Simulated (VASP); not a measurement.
Write the native input for VASP 6.6.1 that does the following.

* Task: single point
* Functional: B3LYP
* Dispersion: TS
* Potentials or basis: VASP PAW PBE potentials, release 64 (N, C, Cl, H)
* Cutoff: 520 eV
* k mesh: 1 × 1 × 1
* Occupations: gaussian, width 0.01 eV
* Spin: no spin polarisation
* Grid for exact exchange (PRECFOCK): Fast
* Exchange at q = 0: default
* Further INCAR settings: ALGO = Normal; EDIFF = 1e-06; NBANDS = 17

Molecule: NCClH2, in a box.

```
N C Cl H
1.0
    12.00000    0.00000    0.00000
     0.00000   11.00000    0.00000
     0.00000    0.00000   11.00000
N C Cl H
1 1 1 2
Direct
  0.43350 0.42831 0.46881
  0.51647 0.48782 0.50234
  0.62249 0.41996 0.58437
  0.37968 0.48239 0.42181
  0.53400 0.58386 0.48668
```

One way to write it, as run:

POSCAR

```
H2CNCl
1.0
   12.0000000000      0.0000000000      0.0000000000
    0.0000000000     11.0000000000      0.0000000000
    0.0000000000      0.0000000000     11.0000000000
N C Cl H
1 1 1 2
Direct
    0.4334958300      0.4283136400      0.4688090900
    0.5164708300      0.4878227300      0.5023363600
    0.6224875000      0.4199590900      0.5843727300
    0.3796791700      0.4823863600      0.4218090900
    0.5340041700      0.5838590900      0.4866818200
```

INCAR.step1

```
SYSTEM = H2CNCl
  ALGO = Normal
  EDIFF = 1E-5
  ENCUT = 520
  GGA = PE
  ISIF = 2
  ISMEAR = 0
  LASPH = .True.
  LCHARG = .False.
  LREAL = .False.
  LWAVE = .True.
  NBANDS = 17
  NELM = 100
  PREC = Accurate
  SIGMA = 0.01
```

INCAR.step2

```
SYSTEM = H2CNCl
  AEXX = 0.2
  AGGAC = 0.81
  AGGAX = 0.72
  ALDAC = 0.19
  ALGO = Normal
  EDIFF = 1E-6
  ENCUT = 520
  GGA = B3
  ISIF = 2
  ISMEAR = 0
  ISTART = 1
  IVDW = 2
  LASPH = .True.
  LCHARG = .False.
  LHFCALC = .True.
  LREAL = .False.
  LWAVE = .False.
  NBANDS = 17
  NELM = 100
  PREC = Accurate
  PRECFOCK = Fast
  SIGMA = 0.01
```

KPOINTS

```
k-points
0
Gamma
  1 1 1
  0 0 0
```

Potentials or basis: VASP PAW PBE potentials, release 64 (N, C, Cl, H).

Launch:

```bash
$ cat potpaw_PBE.64/N/POTCAR potpaw_PBE.64/C/POTCAR potpaw_PBE.64/Cl/POTCAR potpaw_PBE.64/H/POTCAR > POTCAR
$ cp INCAR.step1 INCAR
$ mpirun -np 1 vasp_gam > vasp.out
$ cp INCAR.step2 INCAR
$ mpirun -np 1 vasp_gam > vasp.out
```

Results of the run:

```json
{
 "Largest force": "0.258 eV/Å",
 "Gap between the frontier levels": "7.24 eV",
 "Hirshfeld charges": "N -0.22; C +0.07; Cl -0.03; H +0.12, +0.06 e",
 "Dispersion energy per atom": "-0.003 eV"
}
```

Caveat: the standard files for N, O and F lose accuracy on very short bonds; the PAW data sets were made with another functional, which shifts forces and pressure a little.

Run time: 5.4 min on 1 thread of Intel(R) Xeon(R) Platinum 8488C (Sapphire Rapids), with other jobs on the host, peak memory 1.2 GiB.
